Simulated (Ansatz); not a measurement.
Crystal: SnSe.

```
Sn Se
1.0
    11.42000    0.00000    0.00000
     0.00000    4.19000    0.00000
     0.00000    0.00000    4.46000
Sn Se
4 4
Direct
  0.87700 0.75000 0.90900
  0.62300 0.25000 0.40900
  0.37700 0.75000 0.59100
  0.12300 0.25000 0.09100
  0.64300 0.75000 0.98400
  0.85700 0.25000 0.48400
  0.14300 0.75000 0.51600
  0.35700 0.25000 0.01600
```

Base run:

```yaml
Program: Ansatz 0.2.0
Functional: BLYP
Potentials_or_basis: Ansatz PAW
Cutoff: 420 eV
Density_cutoff: 1680 eV
k_mesh: 3 × 6 × 6
Occupations: fermi-dirac, width 0.05 eV
Spin: no spin polarisation
```

Its results: band gap on the k mesh 0.66 eV, indirect (least direct gap 0.84 eV); pressure 6.5 GPa; largest force 0.358 eV/Å.

After a change of settings the same cell gave: band gap on the k mesh 0.83 eV, indirect (least direct gap 0.99 eV); pressure 1.3 GPa; largest force 0.203 eV/Å. Which change was it?
A. functional from BLYP to r2SCAN; cutoff from 420 eV to 500 eV; density cutoff from 1680 eV to 2000 eV
B. functional from BLYP to exchange-only PBE
C. functional from BLYP to RPBE
D. functional from BLYP to PBE; occupations from fermi-dirac, width 0.05 eV to gaussian, width 0.011 eV

A.

r2SCAN gives the wider gap, since meta-GGAs in the generalised Kohn-Sham scheme recover part of the derivative discontinuity.

Caveats: spin-orbit coupling is left out, which moves the levels of the heavy elements; the PAW data sets come from PBE, with cores solved anew for the run's functional, which leaves a small shift of forces and pressure; the potentials were made for another functional, which shifts forces and pressure (some runs).

Not every run made on this cell is shown here.
